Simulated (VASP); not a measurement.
Cl, 4 atoms in the cell. The typed cell holds 4 atoms: a = 3.858 Å, b = 3.797 Å, c = 8.294 Å, α = 90.92°, β = 91.13°, γ = 69.46°. The cell was built by a generator and needn't be a form met in nature.

* Program: VASP 6.6.1
* Task: single point
* Functional: r2SCAN
* Potentials or basis: VASP PAW PBE potentials, release 64 (Cl)
* Cutoff: 520 eV
* k mesh: 5 × 5 × 2, shifted
* Occupations: fermi-dirac, width 0.1 eV
* Spin: no spin polarisation
* Dipole correction: no
* Further INCAR settings: ALGO = Normal; EDIFF = 1e-06; NBANDS = 22

Potentials or basis: VASP PAW PBE potentials, release 64 (Cl).

Launch:

```console
$ cat potpaw_PBE.64/Cl/POTCAR > POTCAR
$ cp INCAR.step1 INCAR
$ mpirun -np 1 vasp_std > vasp.out
$ cp INCAR.step2 INCAR
$ mpirun -np 1 vasp_std > vasp.out
```

Hardware: 1 thread of Intel(R) Xeon(R) Platinum 8488C (Sapphire Rapids) (shared host).

Problem. How long does it take, and how much memory?

Solution. Run time: 2.3 min on 1 thread of Intel(R) Xeon(R) Platinum 8488C (Sapphire Rapids), on a shared host, peak memory 0.24 GiB. Counts: scf iterations 9, k points 25.
